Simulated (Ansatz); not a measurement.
## Stationary points along a deformation path in Si2Mo

These are results of DFT PBEsol, scalar-relativistic, plane waves, PAW in Ansatz 0.2.0, not measurements. Cutoff 420 eV, Γ-centred 24×24×24 k-points, Gaussian smearing of 0.15 eV. No spin polarisation. Energies are free energies at this smearing, counted from the undisturbed cell; pressure is positive in compression.

Zero of the scan (relaxed at this level):

```
CELL_PARAMETERS angstrom
-1.59504 1.59504 3.91069
1.59504 -1.59504 3.91069
1.59504 1.59504 -3.91069
ATOMIC_POSITIONS crystal
Si 0.33506 0.33506 0.00000
Si 0.66494 0.66494 0.00000
Mo 0.00000 0.00000 0.00000
```

At fixed volume and fractional coordinates, lengths along (0.000, 0.000, 1.000) are scaled against those across it; ρ is that ratio over its starting value. V = 13.266 Å³/atom. Δσ is the stress along the axis less the mean stress across it (compression positive).

```
    ρ  ΔE (meV/atom)  Δσ (GPa) space group
0.850          330.8     75.14       I4/mmm
0.920           82.9     37.40       I4/mmm
0.960           19.0     17.28       I4/mmm
1.000            0.0     -0.06       I4/mmm
1.100           89.5    -31.71       I4/mmm
1.200          288.2    -49.22       I4/mmm
```

Q: How does the stress give the slope of the energy, and where is the energy stationary?

A: Along the path d ln(length) is 2/3 d ln ρ on the axis and −1/3 d ln ρ across it, so dE/d ln ρ = −(2/3) V Δσ: the energy falls with ρ where Δσ is positive. Δσ vanishes or changes sign between ρ = 0.960 and 1.000, a minimum (near 1.00 by linear interpolation). Pairs of stationary points between two samples would go unseen, and could change a minimum read from distant neighbours into a maximum.

Q: Integrate that slope from ρ = 1 to 1.200 by the trapezoid rule.

A: With V/N in Å³ and 1 eV/Å³ = 160.2 GPa the slopes at ρ = 1.000, 1.100, 1.200 are 3, 1750, 2717 meV/atom per unit of ln ρ. The steps add 83.6 + 194.3 = 277.9 meV/atom, against 288.2 from the energies; the trapezoid rule misses the curvature of the slope within each step.

Forces appear on the atoms along this scan, and letting them relax would lower the energy and soften the response. In a metal these slopes depend on the k mesh and the smearing.

Cost: 6 runs of about 2.9 core-minutes in all, on Intel Xeon Platinum 8488C (Sapphire Rapids) (shared hosts).